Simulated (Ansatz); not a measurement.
Relaxing I in the bcc type

First guess:

```
CELL_PARAMETERS angstrom
-1.58964 1.58964 1.58964
1.58964 -1.58964 1.58964
1.58964 1.58964 -1.58964
ATOMIC_POSITIONS crystal
I 0.00000 0.00000 0.00000
```

Level of theory: DFT, PBE, PAW with Ansatz's default frozen-core files, scalar-relativistic (Ansatz 0.2.0).

Cell and atoms relax within the symmetry of the start on a 14×14×14 k mesh with 0.03 eV Fermi–Dirac smearing.

The start is built from a prototype, known or not as a phase of this compound; the cutoff is 420 eV.

Spin–orbit coupling is left out, though it moves levels of the heavy atoms by tenths of an eV or more.

What is the pressure of the first guess?

140.4 GPa.

What does it relax to?

a = 4.155 Å, b = 4.155 Å, c = 4.155 Å, α = 90.00°, β = 90.00°, γ = 90.00° (conventional cell), 35.86 Å³ per atom:
Space group Im-3m (No. 229). a = 4.155 Å, b = 4.155 Å, c = 4.155 Å, α = 90.00°, β = 90.00°, γ = 90.00°
```tsv
atom	site	symmetry	x	y	z
I	2a	m-3m	0.0000	0.0000	0.0000
```

How much energy does the relaxation release?

4067 meV/atom.
